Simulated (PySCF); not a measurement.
The system is Sn.

```xyz
2
Lattice="-2.9401 2.9401 1.5993 2.9401 -2.9401 1.5993 2.9401 2.9401 -1.5993" Properties=species:S:1:pos:R:3 pbc="T T T"
Sn    0.0000    0.0000    0.0000
Sn    0.0000    2.9401    0.7997
```

Program: PySCF 2.14.0. Alike in all runs: no spin polarisation; cell as given; smearing fermi-dirac 0.05 eV. Hardware: 4 threads of AMD EPYC (Zen 3), with other jobs on the host.

Problem. Order these runs on this cell by their wall time, lowest first.
A. task atomic charges; level B3LYP; potentials or basis DZVP-MOLOPT-HYB/GTH-HYB (UZH) (potentials made for PBE0); k mesh 2 × 2 × 2; potentials Sn GTH-HYB-q4; coulomb method Gaussian density fitting (GDF); exxdiv ewald; mesh quality coarse
B. task density of states; level PBE; potentials or basis DZVP-MOLOPT-SR/GTH-PBE (potentials made for PBE); k mesh 8 × 8 × 8; symmetry no; potentials Sn GTH-PBE-q4; gaussian width of the DOS 0.15 eV; coulomb method multigrid; mesh quality not flagged
C. task atomic charges; level LDA; potentials or basis DZVP-MOLOPT-HYB/GTH-HYB (UZH) (potentials made for PBE0); k mesh 2 × 2 × 2; potentials Sn GTH-HYB-q4; coulomb method Gaussian density fitting (GDF); mesh quality coarse

Solution. A (23 s), C (69 s), B (240 s).

Caveats: some runs use coarse meshes; the basis of atomic orbitals isn't converged, which shifts pressures, moduli and gaps; on so small a mesh gaps with full-range exact exchange can be off by tenths of an eV to over 1 eV (some runs).
